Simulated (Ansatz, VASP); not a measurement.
Mo: VASP beside Ansatz

File INCAR:

```
PREC = Accurate
ENCUT = 600
EDIFF = 1E-6
ISMEAR = 0
SIGMA = 0.1
LREAL = F
LASPH = T
NELM = 80
ALGO = Normal
ISIF = 3
LWAVE = F
LCHARG = F
GGA = PE
IBRION = 2
NSW = 100
EDIFFG = -0.005
```

KPOINTS

```
Automatic mesh
0
Gamma
  18 18 18
```

The input POSCAR:

```
Mo
1.0
   -1.5734150000      1.5734150000      1.5734150000
    1.5734150000     -1.5734150000      1.5734150000
    1.5734150000      1.5734150000     -1.5734150000
Mo
1
Direct
    0.0000000000      0.0000000000      0.0000000000
```

Input for Ansatz:

```yaml
crystal:
  lattice:
    - [-1.573415, 1.573415, 1.573415]
    - [1.573415, -1.573415, 1.573415]
    - [1.573415, 1.573415, -1.573415]
  atoms:
    - { symbol: Mo, position: [0.0, 0.0, 0.0] }
basis:
  ecutwfc: 420
kpoints:
  mp_grid: { grid: [18, 18, 18] }
hamiltonian:
  xc: pbe
scf:
  occupations: { method: gaussian, width: 0.1 }
output:
  forces: true
  stress: true
  eigenvalues: true
relax:
  adjacent_minimum: "off"
  f_tol: 0.005
  max_steps: 80
  cell: { stress_tol: 0.05 }
```

Alike in both runs: task relaxation of cell and atoms; functional PBE; k mesh 18 × 18 × 18; occupations gaussian, width 0.1 eV; no spin polarisation.

|  | VASP | Ansatz |
| --- | --- | --- |
| version | VASP 6.6.1 | Ansatz 0.2.0 |
| potentials or method | VASP PAW PBE potentials, release 64 (Mo_sv) | scalar-relativistic, plane waves, PAW |
| plane-wave cutoff (eV) | 600 | 420 |
| valence electrons in the cell | 14 | 14 |

VASP gave:

| Item | Value |
| --- | --- |
| gap on the k mesh at the Fermi level, each at its own relaxed structure (eV) | none |
| relaxed volume (Å³/atom) | 15.81 |
| relaxed cell length with the largest relative difference (Å) | 2.738 |
| energy change over the relaxation (meV/atom) | -3 |

Task: Which values does Ansatz return?

Result: gap on the k mesh at the Fermi level, each at its own relaxed structure (eV): none; relaxed volume (Å³/atom): 15.78; relaxed cell length with the largest relative difference (Å): 2.737; energy change over the relaxation (meV/atom): -2.

A gap of «none» marks a metal or a gap that the smearing closes.

PBE usually gives volumes a little too large and moduli too small. Zero-point motion and thermal expansion aren't in these numbers.
